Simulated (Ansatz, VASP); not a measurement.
BeTe: VASP beside Ansatz

```xyz
2
Lattice="0.0000 2.7700 2.7700 2.7700 0.0000 2.7700 2.7700 2.7700 0.0000" Properties=species:S:1:pos:R:3 pbc="T T T"
Te    4.1550    4.1550    4.1550
Be    0.0000    0.0000    0.0000
```

Alike in both runs: functional PBEsol; k mesh 6 × 6 × 6; occupations fermi-dirac, width 0.05 eV; non-collinear spin, spin-orbit coupling.

|  | VASP | Ansatz |
| --- | --- | --- |
| version | VASP 6.6.1 | Ansatz 0.2.0 |
| potentials or method | VASP PAW PBE potentials, release 64 (Te, Be), cutoff 520 eV | all-electron LAPW, relativistic spinors |
| task | single point | band structure |

Ansatz gave:

| Item | Value |
| --- | --- |
| gap on the k mesh at the Fermi level (eV) | 1.45 |
| least direct gap on the mesh (eV) | 3.24 |
| pressure (GPa) | 2.3 |
| net moment per atom (μB) | 0.00 |

Q: What did VASP give for the same quantities?

A: gap on the k mesh at the Fermi level (eV): 1.43; least direct gap on the mesh (eV): 3.22; pressure (GPa): 2.6; net moment per atom (μB): 0.00.

Ansatz ran all-electron here, so the differences hold the error of VASP's frozen core and of both bases.

Caveats: the PAW data sets were made with another functional, which shifts forces and pressure a little (VASP).
